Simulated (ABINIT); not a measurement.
PbF2 (Fluorocronite):

```
CELL_PARAMETERS angstrom
0.00000 2.96366 2.96366
2.96366 0.00000 2.96366
2.96366 2.96366 0.00000
ATOMIC_POSITIONS crystal
Pb 0.00000 0.00000 0.00000
F 0.75000 0.75000 0.75000
F 0.25000 0.25000 0.25000
```

Base run:

- Program: ABINIT 10.8.3 (patched build)
- Functional: rPW86PBE
- Potentials or basis: JTH PAW PBE v2.0
- Cutoff: 626 eV
- k mesh: 8 × 8 × 8
- Occupations: fermi-dirac, width 0.05 eV
- Spin: no spin polarisation

Its results: band gap on the k mesh 4.39 eV, indirect (least direct gap 4.53 eV); pressure 4.1 GPa.

**Question.** The run is repeated on the same cell with these changes: functional from rPW86PBE to AM05. What comes out?

**Answer.** Band gap on the k mesh 4.41 eV, indirect (least direct gap 4.55 eV); pressure 0.0 GPa.

Caveats: the PAW data sets were made with another functional, which shifts forces and pressure a little; spin-orbit coupling is left out, which as a rule narrows the gap of such compounds by several tenths of an eV.

Not every run made on this cell is shown here.
